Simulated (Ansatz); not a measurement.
Runs of Ansatz 0.2.0 on HfO2. Symmetry: P2_1/c, No. 14, monoclinic system. Conventional cell: a = 5.118 Å, b = 5.186 Å, c = 5.284 Å, α = 90.00°, β = 99.35°, γ = 90.00°. Hf (site symmetry 1) is surrounded by 7 O at 2.03 to 2.25 Å. O (site symmetry 1) has 3 Hf at 2.03 to 2.12 Å as nearest neighbours. Around O (site symmetry 1) lie 4 Hf at 2.14 to 2.25 Å. 

```tsv
task	level	cell	smearing	points for each segment of the path	gap on the mesh (eV)	pressure (GPa)	relaxed volume (Å³/atom)	largest force (eV/Å)
relaxation of cell and atoms	PBE+D4	relaxed	fermi-dirac 0.05 eV	-	4.10	0.0	(a)	-
relaxation of cell and atoms	PBEsol+D4	relaxed	fermi-dirac 0.05 eV	-	4.05	0.0	11.32	-
relaxation of cell and atoms	revPBE+D4	relaxed	fermi-dirac 0.05 eV	-	4.18	0.0	11.62	-
single point	PBE	as given	gaussian 0.015 eV	-	4.21	5.9	-	0.48
relaxation of cell and atoms	BLYP+D4	relaxed	fermi-dirac 0.05 eV	-	(c)	0.0	11.84	-
band structure	PBEsol	as given	fermi-dirac 0.05 eV	10	4.10	(b)	-	0.45
relaxation of cell and atoms	PBE+D3(BJ)	relaxed	fermi-dirac 0.05 eV	-	4.10	0.0	11.63	-
single point	PBE	as given	gaussian 0.014 eV	-	4.21	5.9	-	0.48
```

Alike in all rows: potentials or basis Ansatz PAW; no spin polarisation; k mesh 5 × 5 × 5; cutoff (eV) 420.

Fill in the values left out.

(a) 11.65; (b) -1.6; (c) 4.14.

Caveats: spin-orbit coupling is left out, which moves the levels of the heavy elements; odd divisions of the mesh miss points on the zone boundary, where band edges often lie, so the gap on the mesh can be too wide (some runs); the plane-wave basis is chosen anew once the cell has moved, so the energies of steps on either side of that aren't comparable (some runs); the PAW data sets come from PBE, with cores solved anew for the run's functional, which leaves a small shift of forces and pressure (some runs); the k mesh misses the band edges, so the gap on the mesh is wider than the one along the path (some runs).

A k mesh can miss the band edges, and the runs leave out spin-orbit coupling on Hf.
